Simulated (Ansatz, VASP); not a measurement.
**Two plane-wave programs on B**

```
B
1.0
    -2.37588    2.37588    2.37588
     2.37588   -2.37588    2.37588
     2.37588    2.37588   -2.37588
B
6
Direct
  0.50000 0.75000 0.25000
  0.75000 0.25000 0.50000
  0.75000 0.50000 0.25000
  0.50000 0.25000 0.75000
  0.25000 0.75000 0.50000
  0.25000 0.50000 0.75000
```

Alike in both runs: task relaxation of cell and atoms; functional PBE; k mesh 6 × 6 × 6; occupations gaussian, width 0.1 eV; no spin polarisation.

|  | VASP | Ansatz |
| --- | --- | --- |
| version | VASP 6.6.1 | Ansatz 0.2.0 |
| potentials or method | VASP PAW PBE potentials, release 64 (B) | scalar-relativistic, plane waves, PAW |
| plane-wave cutoff (eV) | 600 | 420 |
| valence electrons in the cell | 18 | 18 |

Ansatz gave:

```
gap on the k mesh at the Fermi level, each at its own relaxed structure (eV) : none
relaxed volume (Å³/atom)                                                     : 10.02
relaxed cell length with the largest relative difference (Å)                 : 4.275
energy change over the relaxation (meV/atom)                                 : -63
```

Problem. Estimate VASP's values.

Solution. gap on the k mesh at the Fermi level, each at its own relaxed structure (eV): none; relaxed volume (Å³/atom): 10.04; relaxed cell length with the largest relative difference (Å): 4.277; energy change over the relaxation (meV/atom): -63.

A gap of «none» marks a metal or a gap that the smearing closes.
